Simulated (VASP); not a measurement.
# Mo (Im-3m) in VASP: a series of runs

Aim: see how the results for Mo move with the level of theory and the settings. Levels: LDA, RPBE, PBE. Tasks: single point.

Everything below comes from runs of VASP 6.6.1. Logs are shortened: lines on timing, memory, paths and dates and some standing lists are left out, and cuts for length are marked.

## Step 1: Starting point

Symmetry: Im-3m, No. 229, cubic system. The conventional cell has a = 3.168 Å, b = 3.168 Å, c = 3.168 Å, α = 90.00°, β = 90.00°, γ = 90.00°. Mo (site symmetry m-3m) is surrounded by 8 Mo at 2.74 Å.

## Step 2: Single point, LDA (grid = ENCUT=400 dk=0.35 cell=4x4x4 ISMEAR=1 SIGMA=0.1 LREAL=Auto EDIFF=1e-06)

The input, INCAR:

```
  PREC = Accurate
  ENCUT = 400
  EDIFF = 1E-6
  ISMEAR = 1
  SIGMA = 0.1
  LREAL = Auto
  LASPH = True
  NELM = 120
  ALGO = Fast
  ISIF = 2
  LWAVE = False
  LCHARG = False
  GGA = CA
  NBANDS = 512
  NCORE = 1
  KPAR = 2
```

The input, KPOINTS:

```
Automatic mesh
0
Gamma
  3 3 3
```

The input, POSCAR:

```
Mo
1.0
   -6.3352358876      6.3352358876      6.3352358876
    6.3352358876     -6.3352358876      6.3352358876
    6.3352358876      6.3352358876     -6.3352358876
Mo
64
Direct
    0.0000000000      0.0000000000      0.0000000000
    0.0000000000      0.0000000000      0.2500000000
    0.0000000000      0.0000000000      0.5000000000
    0.0000000000      0.0000000000      0.7500000000
    0.0000000000      0.2500000000      0.0000000000
    0.0000000000      0.2500000000      0.2500000000
    0.0000000000      0.2500000000      0.5000000000
    0.0000000000      0.2500000000      0.7500000000
    0.0000000000      0.5000000000      0.0000000000
    0.0000000000      0.5000000000      0.2500000000
    0.0000000000      0.5000000000      0.5000000000
    0.0000000000      0.5000000000      0.7500000000
    0.0000000000      0.7500000000      0.0000000000
    0.0000000000      0.7500000000      0.2500000000
    0.0000000000      0.7500000000      0.5000000000
    0.0000000000      0.7500000000      0.7500000000
    0.2500000000      0.0000000000      0.0000000000
    0.2500000000      0.0000000000      0.2500000000
    0.2500000000      0.0000000000      0.5000000000
    0.2500000000      0.0000000000      0.7500000000
    0.2500000000      0.2500000000      0.0000000000
    0.2500000000      0.2500000000      0.2500000000
    0.2500000000      0.2500000000      0.5000000000
    0.2500000000      0.2500000000      0.7500000000
    0.2500000000      0.5000000000      0.0000000000
    0.2500000000      0.5000000000      0.2500000000
    0.2500000000      0.5000000000      0.5000000000
    0.2500000000      0.5000000000      0.7500000000
    0.2500000000      0.7500000000      0.0000000000
    0.2500000000      0.7500000000      0.2500000000
    0.2500000000      0.7500000000      0.5000000000
    0.2500000000      0.7500000000      0.7500000000
    0.5000000000      0.0000000000      0.0000000000
    0.5000000000      0.0000000000      0.2500000000
    0.5000000000      0.0000000000      0.5000000000
    0.5000000000      0.0000000000      0.7500000000
    0.5000000000      0.2500000000      0.0000000000
    0.5000000000      0.2500000000      0.2500000000
    0.5000000000      0.2500000000      0.5000000000
    0.5000000000      0.2500000000      0.7500000000
    0.5000000000      0.5000000000      0.0000000000
    0.5000000000      0.5000000000      0.2500000000
    0.5000000000      0.5000000000      0.5000000000
    0.5000000000      0.5000000000      0.7500000000
    0.5000000000      0.7500000000      0.0000000000
    0.5000000000      0.7500000000      0.2500000000
    0.5000000000      0.7500000000      0.5000000000
    0.5000000000      0.7500000000      0.7500000000
    0.7500000000      0.0000000000      0.0000000000
    0.7500000000      0.0000000000      0.2500000000
    0.7500000000      0.0000000000      0.5000000000
    0.7500000000      0.0000000000      0.7500000000
    0.7500000000      0.2500000000      0.0000000000
    0.7500000000      0.2500000000      0.2500000000
    0.7500000000      0.2500000000      0.5000000000
    0.7500000000      0.2500000000      0.7500000000
    0.7500000000      0.5000000000      0.0000000000
    0.7500000000      0.5000000000      0.2500000000
    0.7500000000      0.5000000000      0.5000000000
    0.7500000000      0.5000000000      0.7500000000
    0.7500000000      0.7500000000      0.0000000000
    0.7500000000      0.7500000000      0.2500000000
    0.7500000000      0.7500000000      0.5000000000
    0.7500000000      0.7500000000      0.7500000000
```

Potentials or basis: VASP PAW LDA potentials, release 64 (Mo_sv).

The run is started by

```console
> cat potpaw_LDA.64/Mo_sv/POTCAR > POTCAR
> mpirun -np 4 vasp_std > vasp.out
```

OUTCAR:

```text
PREC = Accurate
   ENCUT = 400
   EDIFF = 1E-6
   ISMEAR = 1
   LREAL = Auto
   LASPH = True
   NELM = 120
   ISIF = 2
   GGA = CA

 Found      4 irreducible k-points:

 Following reciprocal coordinates:
            Coordinates               Weight
  0.000000  0.000000  0.000000      1.000000
  0.333333  0.000000  0.000000     12.000000
  0.333333  0.333333  0.000000      8.000000
 -0.333333  0.333333  0.333333      6.000000
   k-points           NKPTS =      4   k-points in BZ     NKDIM =      4   number of bands    NBANDS=    512
   number of dos      NEDOS =    301   number of ions     NIONS =     64
   total plane-waves  NPLWV = 373248
   dimension x,y,z NGX =    72 NGY =   72 NGZ =   72
   dimension x,y,z NGXF=   144 NGYF=  144 NGZF=  144
   ions per type =              64
   NGX,Y,Z   is equivalent  to a cutoff of  10.91, 10.91, 10.91 a.u.
   NGXF,Y,Z  is equivalent  to a cutoff of  21.82, 21.82, 21.82 a.u.
 SYSTEM =  unknown system
   PREC   = accura    normal or accurate (medium, high low for compatibility)
   ISTART =      0    job   : 0-new  1-cont  2-samecut
   ICHARG =      2    charge: 1-file 2-atom 10-const
   ISPIN  =      1    spin polarized calculation?
   LNONCOLLINEAR =      F non collinear calculations
   LSORBIT =      F    spin-orbit coupling
   LASPH  =      T    aspherical Exc in radial PAW
   ENCUT  =  400.0 eV  29.40 Ry    5.42 a.u.  17.89 17.89 17.89*2*pi/ulx,y,z
   NELM   =    120;   NELMIN=  2; NELMDL= -5     # of ELM steps
   EDIFF  = 0.1E-05   stopping-criterion for ELM
   LREAL  =      T    real-space projection
   EDIFFG = 0.1E-04   stopping-criterion for IOM
   NSW    =      0    number of steps for IOM
   IBRION =     -1    ionic relax: 0-MD 1-quasi-New 2-CG
   NFREE  =      0    steps in history (QN), initial steepest desc. (CG)
   ISIF   =      2    stress and relaxation
   ISYM   =      2    0-nonsym 1-usesym 2-fastsym
   POTIM  = 0.5000    time-step for ionic-motion
   TEBEG  =    0.0;   TEEND  =   0.0 temperature during run
   PSTRESS=    0.0 pullay stress
   NELECT =     896.0000    total number of electrons
   NUPDOWN=      -1.0000    fix difference up-down
   EMIN   =  10.00;   EMAX   =-10.00  energy-range for DOS
   EFERMI =   0.00;   METHOD = LEGACY
   ISMEAR =     1;   SIGMA  =   0.10  broadening in eV -4-tet -1-fermi 0-gaus
   EFERMI_NEDOS =   21; number of points for ismear=-14 and -15
   IALGO  =     68    algorithm
   IMIX   =      4    mixing-type and parameters
     AMIX     =   0.40;   BMIX     =  1.00
     AMIX_MAG =   1.60;   BMIX_MAG =  1.00
  volume/ion in A,a.u.               =      15.89       107.24
  Fermi-wavevector in a.u.,A,eV,Ry     =   1.569380  2.965698 33.510508  2.462953
  Thomas-Fermi vector in A             =   2.671271
   LORBIT       =      0    0 simple, 1 ext, 2 COOP (PROOUT), +10 PAW based schemes
   GGA     = CA    functional components
   LHFCALC =     F    Hartree Fock is set to
   AEXX    =    0.0000 exact exchange contribution
   IVDW    =     0    specifies the selected vdW correction
   LEPSILON=     F    determine dielectric tensor
   LRPA    =     F    only Hartree local field effects (RPA)
 non-spin polarized calculation
 RMM-DIIS sequential band-by-band and
 Methfessel and Paxton  Order N= 1 SIGMA  =   0.10
  energy-cutoff  :      400.00
  volume of cell :     1017.06
 maximum number of plane-waves:     18533
   NGX = 35   NGY = 35   NGZ = 35

 number of electron     896.0000360 magnetization

 Free energy of the ion-electron system (eV)
  ---------------------------------------------------
  ext. energy  EPLUGINS =         0.00000000
  ---------------------------------------------------
  free energy    TOTEN  =      -775.22370144 eV

  energy without entropy =     -775.20690972  energy(sigma->0) =     -775.21810420

 E-fermi :  12.1472     XC(G=0): -13.5117

 val. band max:       12.0857665212   @ k =   0.3333   0.3333   0.0000
 cond. band min:      12.1522348765   @ k =   0.3333   0.0000   0.0000
 fundamental gap:      0.0664683553
 Fermi energy:        12.1471735671

 k-point     1 :       0.0000    0.0000    0.0000
  band No.  band energies     occupation
      1     -48.7288      2.00000
      2     -48.6032      2.00000
      3     -48.6032      2.00000
      4     -48.6032      2.00000
      5     -48.6032      2.00000
      6     -48.6032      2.00000
[... 452 lines left out ...]
    459      12.4968     -0.00001
    460      12.4968     -0.00001

 k-point     2 :       0.3333    0.0000    0.0000
  band No.  band energies     occupation
      1     -48.7122      2.00000
      2     -48.6664      2.00000
      3     -48.6264      2.00000
      4     -48.6264      2.00000
      5     -48.6264      2.00000
      6     -48.6264      2.00000
[... 452 lines left out ...]
    459      12.6955     -0.00000
    460      12.6955     -0.00000

 k-point     3 :       0.3333    0.3333    0.0000
  band No.  band energies     occupation
      1     -48.6809      2.00000
      2     -48.6809      2.00000
      3     -48.6809      2.00000
      4     -48.6401      2.00000
      5     -48.5984      2.00000
      6     -48.5984      2.00000
[... 452 lines left out ...]
    459      12.5449     -0.00000
    460      12.5449     -0.00000

 k-point     4 :      -0.3333    0.3333    0.3333
  band No.  band energies     occupation
      1     -48.6958      2.00000
      2     -48.6509      2.00000
      3     -48.6509      2.00000
      4     -48.6509      2.00000
      5     -48.6509      2.00000
      6     -48.6083      2.00000
[... 452 lines left out ...]
    459      12.6007     -0.00000
    460      12.6007     -0.00000
 [bands above 460 left out]

------------------------ aborting loop because EDIFF is reached ----------------------------------------

  FORCE on cell =-STRESS in cart. coord.  units (eV):
  Direction    XX          YY          ZZ          XY          YZ          ZX
  --------------------------------------------------------------------------------------
  -------------------------------------------------------------------------------------
  Total      -87.9846473    -87.9846473    -87.9846473     -0.0000000     -0.0000000     -0.0000000
  in kB     -138.6018791   -138.6018791   -138.6018791     -0.0000000     -0.0000000     -0.0000000
  external PRESSURE =    -138.6018791 kB  Pullay stress =       0.0000000 kB

 VOLUME and BASIS-vectors are now :
 -----------------------------------------------------------------------------
  energy-cutoff  :      400.00
  volume of cell :     1017.06
      direct lattice vectors                 reciprocal lattice vectors
    -6.335235888  6.335235888  6.335235888     0.000000000  0.078923659  0.078923659
     6.335235888 -6.335235888  6.335235888     0.078923659  0.000000000  0.078923659
     6.335235888  6.335235888 -6.335235888     0.078923659  0.078923659  0.000000000

 POSITION                                       TOTAL-FORCE (eV/Angst)
 -----------------------------------------------------------------------------------
      0.00000      0.00000      0.00000         0.000000      0.000000     -0.000000
      1.58381      1.58381     -1.58381        -0.000000      0.000000      0.000000
      3.16762      3.16762     -3.16762         0.000000     -0.000000      0.000000
      4.75143      4.75143     -4.75143         0.000000     -0.000000     -0.000000
      1.58381     -1.58381      1.58381        -0.000000      0.000000      0.000000
      3.16762      0.00000      0.00000        -0.000000      0.000000     -0.000000
[... 56 lines left out ...]
      3.16762      3.16762      6.33524         0.000000     -0.000000     -0.000000
      4.75143      4.75143      4.75143        -0.000000      0.000000     -0.000000
 -----------------------------------------------------------------------------------
    total drift:                                0.000000      0.000000     -0.000000

  FREE ENERGIE OF THE ION-ELECTRON SYSTEM (eV)
  ---------------------------------------------------
  free  energy   TOTEN  =      -775.2237014367 eV

  energy  without entropy=     -775.2069097185  energy(sigma->0) =     -775.21810420
```

It took 20 min on 4 MPI ranks of Intel Xeon Platinum 8488C (Sapphire Rapids), shared host; peak memory 0.75 GiB.

These settings aren't checked as converged: the numbers below hold their error.

What came out:

| Property | Result |
| --- | --- |
| Free energy | -775.2237 eV |
| Pressure | -13.9 GPa |
| Band gap on the k mesh | none (metal or under the smearing width) |

## Step 3: Single point, RPBE

This run uses another cell than the first one: it holds 1 atom, not 64.

The input, INCAR:

```
SYSTEM = Mo
PREC = Accurate
ENCUT = 500
EDIFF = 1E-7
ISMEAR = 0
SIGMA = 0.1
LREAL = .FALSE.
LASPH = .TRUE.
NELM = 100
ALGO = Normal
ISIF = 2
LWAVE = .FALSE.
LCHARG = .FALSE.
GGA = RP
```

The input, KPOINTS:

```
Automatic mesh
0
G
  12 12 12
  0 0 0
```

The input, POSCAR:

```
Mo
1.0
   -1.5838089719      1.5838089719      1.5838089719
    1.5838089719     -1.5838089719      1.5838089719
    1.5838089719      1.5838089719     -1.5838089719
Mo
1
Cartesian
    0.0000000000      0.0000000000      0.0000000000
```

Potentials or basis: VASP PAW PBE potentials, release 64 (Mo).

The run is started by

```console
> cat potpaw_PBE.64/Mo/POTCAR > POTCAR
> mpirun -np 1 vasp_std > vasp.out
```

Wall time 7.1 s (1 thread of Intel Xeon 6975P-C (Granite Rapids), shared host); peak memory 0.11 GiB.

Results (log left out):

```yaml
Free_energy: -10.3866 eV
Pressure: -1.1 GPa
Band_gap_on_the_k_mesh: none (metal or under the smearing width)
```

Levels at points of the mesh, in eV from the Fermi level:
```
           k point  band 1  band 2  band 3  band 4  band 5  band 6  band 7
(0.00, 0.00, 0.00)   -7.09   -1.32   -1.32   -1.32    1.63    1.63   16.37
(0.50, 0.00, 0.00)   -5.17   -3.29    1.62    1.65    2.25    4.58   11.42
(0.50, 0.50, 0.50)   -5.26   -5.26    3.85    3.85    3.85    9.32    9.32
```

Caveat: the PAW data sets were made with another functional, which shifts forces and pressure a little.

## Step 4: Single point, RPBE

The input, run.py:

```python
from ase.calculators.vasp import Vasp
from ase.dft.bandgap import bandgap
from ase.spacegroup import crystal

atoms = crystal(
    ['Mo'],
    basis=[[0.0, 0.0, 0.0]],
    spacegroup=229,
    setting=1,
    cellpar=[3.16761794, 3.16761794, 3.16761794, 90.0, 90.0, 90.0],
    primitive_cell=True,
)
calc = Vasp(
    directory='calc',
    xc='rpbe',
    pp='PBE',
    setups='minimal',
    prec='Accurate',
    encut=500,
    ediff=1e-06,
    ismear=0,
    sigma=0.1,
    lreal=False,
    lasph=True,
    nelm=60,
    algo='Normal',
    isif=2,
    lwave=False,
    lcharg=False,
    kpts=[12, 12, 12],
    gamma=True,
)
atoms.calc = calc

print('energy (eV):', atoms.get_potential_energy())
print('free energy (eV):', atoms.get_potential_energy(force_consistent=True))
print('forces (eV/A):')
print(atoms.get_forces())
print('stress (eV/A^3, Voigt):', atoms.get_stress())
print('Fermi level (eV):', calc.get_fermi_level())
gap, top, bottom = bandgap(calc)
print('band gap (eV):', gap, 'from (spin, k, band)', top, 'to', bottom)
```

The run is started by

```console
> python run.py
```

Run time: 8.9 s. Hardware: 1 thread of Intel Xeon 6975P-C (Granite Rapids), shared host; peak memory 0.12 GiB.

The run converged. Its results:

| Item | Value |
| --- | --- |
| Free energy | -10.3866 eV |
| Pressure | -1.1 GPa |
| Band gap on the k mesh | none (metal or under the smearing width) |

Levels at points of the mesh, in eV from the Fermi level:
```
           k point  band 1  band 2  band 3  band 4  band 5  band 6  band 7
(0.00, 0.00, 0.00)   -7.09   -1.32   -1.32   -1.32    1.63    1.63   16.37
(0.50, 0.00, 0.00)   -5.17   -3.29    1.62    1.65    2.25    4.58   11.42
(0.50, 0.50, 0.50)   -5.26   -5.26    3.85    3.85    3.85    9.32    9.32
```

Caveat: the PAW data sets were made with another functional, which shifts forces and pressure a little.

(Continued in part 2 of 2.)
